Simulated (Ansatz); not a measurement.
## Generalised stacking fault in Bi2Te3

Method: DFT PBE, scalar-relativistic, plane waves, PAW (Ansatz 0.2.0). Cutoff 420 eV, Γ-centred 3×8×3 k-points, Gaussian smearing of 0.05 eV. Spin–orbit coupling is left out, which can shift energies with elements as heavy as these. No spin polarisation. Energies are free energies at this smearing, counted from the undisturbed cell; pressure is positive in compression.

Zero of the scan (relaxed at this level):

```yaml
crystal:
  lattice:
    - [0.00000, 2.56722, -10.72289]
    - [-4.44655, 0.00000, 0.00000]
    - [-2.22327, 11.55247, 0.00000]
  atoms:
    - { symbol: Bi, position: [0.80838, 0.86760, 0.03776] }
    - { symbol: Bi, position: [0.80838, 0.20093, 0.37109] }
    - { symbol: Bi, position: [0.80838, 0.53426, 0.70442] }
    - { symbol: Bi, position: [0.19162, 0.79907, 0.17481] }
    - { symbol: Bi, position: [0.19162, 0.13240, 0.50814] }
    - { symbol: Bi, position: [0.19162, 0.46574, 0.84148] }
    - { symbol: Te, position: [0.00000, 0.00000, 0.77295] }
    - { symbol: Te, position: [0.00000, 0.33333, 0.10628] }
    - { symbol: Te, position: [0.00000, 0.66667, 0.43962] }
    - { symbol: Te, position: [0.35190, 0.92799, 0.91697] }
    - { symbol: Te, position: [0.35190, 0.26132, 0.25031] }
    - { symbol: Te, position: [0.35190, 0.59466, 0.58364] }
    - { symbol: Te, position: [0.64810, 0.73868, 0.29559] }
    - { symbol: Te, position: [0.64810, 0.07201, 0.62893] }
    - { symbol: Te, position: [0.64810, 0.40534, 0.96226] }
```

The cell holds layers and no dispersion correction was added, so their binding is poorly described.

The cut lies on the cell's a–b face, a (0 1 2) plane (indices in the standard cell, whose axes needn't be the Cartesian ones shown) of area 49.03 Å², between layers 0.85 Å apart. Vector c is tilted by f times 1·a − 1·b (length 11.889 Å) with the atoms' Cartesian places fixed: one unrelaxed fault a cell.

```tsv
f	γ (mJ/m²)
0.0000	0
0.2000	1200
0.4000	3305
0.6000	2207
```

Q: Predict the shear traction, the slope of γ along the slip (GPa) at each point.

A:
| f | shear traction, the slope of γ along the slip (GPa) |
| --- | --- |
| 0.0000 | 0.0 |
| 0.2000 | 4.3 |
| 0.4000 | -7.4 |
| 0.6000 | 11.9 |

Cost: 4 runs of about 7.7 core-minutes in all, on AMD EPYC 9R45 (Zen 5) (shared hosts).